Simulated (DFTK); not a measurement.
Cr:

```
Cr
1.0
     2.71400    0.00000    0.00000
    -1.35700    2.35039    0.00000
     0.00000    0.00000    4.41000
Cr
2
Direct
  0.66667 0.33333 0.75000
  0.33333 0.66667 0.25000
```

This isn't the form of Cr at room conditions, which is bcc.

Base run:

- Program: DFTK 0.8.2
- Functional: PBE
- Potentials or basis: dojo.nc.sr.pbe.v0_4_1.standard.upf (PBE)
- Cutoff: 1279 eV
- k mesh: 8 × 8 × 4
- Occupations: fermi-dirac, width 0.05 eV
- Spin: collinear spin, antiferromagnetic start
- Starting moments: [3.0, -3.0] μB

Its results: band gap on the k mesh none (metal or under the smearing width); pressure -5.3 GPa; net moment 0.00 μB per cell.

**Question.** The run is repeated on the same cell with these changes: spin from collinear spin, antiferromagnetic start to collinear spin, zero start; moments at the start from [3.0, -3.0] to [0.0, 0.0]. What comes out?

**Answer.** Band gap on the k mesh none (metal or under the smearing width); pressure -27.8 GPa; net moment 0.00 μB per cell.
